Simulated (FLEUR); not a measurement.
# SnSe under changes of volume

One of the cells (27.271 Å³/atom); the others are scaled copies at fixed shape and fractional positions:

```
Sn Se
1.0
     0.00000    3.01000    3.01000
     3.01000    0.00000    3.01000
     3.01000    3.01000    0.00000
Sn Se
1 1
Direct
  0.00000 0.00000 0.00000
  0.50000 0.50000 0.50000
```

Measurements of this composition are mostly on another form, of space group No. 62.

| Quantity | Value |
| --- | --- |
| Program | FLEUR MaX-R8.1 (patched build s14) |
| Functional | PBE |
| Potentials or basis | all-electron |
| Basis | FLAPW |
| Kmax | 5 1/bohr |
| k mesh | 8 × 8 × 8 |
| Occupations | fermi-dirac, width 0.05 eV |
| Spin | no spin polarisation |

```tsv
volume (Å³/atom)	energy over the lowest point (meV/atom)	gap on the mesh (eV)
25.635	?	?
26.180	14.15	0.73
27.271	0.00	0.58
28.362	0.30	0.42
28.907	4.99	0.34
```

Problem. What does the run at 25.635 Å³/atom give?

Solution. Energy over the lowest point 27.67 meV/atom; gap on the mesh 0.76 eV.

Worked out: A Birch-Murnaghan fit of order 2 (a polynomial in V^(-2/3)) to the other rows has its minimum at 27.78 Å³/atom with B0 = V·E''(V) = 49 GPa. It gives 27.57 meV/atom at 25.635 Å³/atom, against the run's 27.67. A straight line through the other rows of the gap, of slope -3.94 eV per unit of ln V, extrapolates to 0.82 eV, against the run's 0.76.

Energies are extrapolated to zero smearing.

Caveats: spin-orbit coupling is left out, which moves the levels of the heavy elements.

A mesh can miss the band edges.
